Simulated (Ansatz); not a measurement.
# KF (Carobbiite) in Ansatz: convergence with k mesh

Input of the first run (k mesh 2 × 2 × 2); the others differ in this setting and in those tied to it:

The input input.yaml:

```yaml
crystal:
  lattice:
    - [0.0, 2.67185, 2.67185]
    - [2.67185, 0.0, 2.67185]
    - [2.67185, 2.67185, 0.0]
  atoms:
    - { symbol: K, position: [0.0, 0.0, 0.0] }
    - { symbol: F, position: [0.5, 0.5, 0.5] }
kpoints:
  mp_grid: { grid: [2, 2, 2] }
scf:
  occupations: { method: fermi_dirac, width: 0.05 }
hamiltonian:
  xc: lda
  pseudopotentials: { kind: all_electron, lapw: { basis_error: 0.001 } }
output:
  forces: true
  stress: true
  eigenvalues: true
```

Potentials or basis: all-electron LAPW, scalar-relativistic.

Launch:

```bash
$ ansatz run input.yaml --threads 1 --pin off --max-ram 3072MiB --backend cpu --events-out ev --progress --plain --runs-dir out
```

Hardware: 1 thread of Arm Neoverse V1 (shared host).

Q: The values tried are 2 × 2 × 2, 3 × 3 × 3, 4 × 4 × 4, 6 × 6 × 6, 7 × 7 × 7, 9 × 9 × 9, 11 × 11 × 11, 13 × 13 × 13, loosest first. From which on does the gap on the mesh stay within 0.01 eV of the tightest run that finished?

A: From 3 × 3 × 3 on.

```csv
k mesh,"energy less the tightest run, at zero smearing (meV/atom)",pressure (GPa),gap on the mesh (eV),SCF cycles,CPU time (s),peak memory (GiB)
2 × 2 × 2,12.42,-3.38,5.770,8,1.1,0.2
3 × 3 × 3,0.58,-3.48,5.799,8,1.1,0.2
4 × 4 × 4,0.03,-3.49,5.801,8,1.6,0.21
6 × 6 × 6,-0.01,-3.49,5.801,8,2.5,0.22
7 × 7 × 7,0.00,-3.49,5.801,8,3,0.22
9 × 9 × 9,0.00,-3.49,5.801,8,4.6,0.24
11 × 11 × 11,0.00,-3.49,5.801,8,6.9,0.27
13 × 13 × 13,0.00,-3.49,5.801,8,9.8,0.31
```

Against the tightest run, the energy stays within 1 meV/atom from 3 × 3 × 3 on; the pressure stays within 0.1 GPa from 3 × 3 × 3 on. Meshes of other sizes hit other points, so gaps and Fermi surfaces needn't settle smoothly. The tightest run that finished is the yardstick and may itself not be fully converged.

Caveat, for the tightest run too: an odd mesh through Γ misses points on the zone boundary, where band edges often lie.
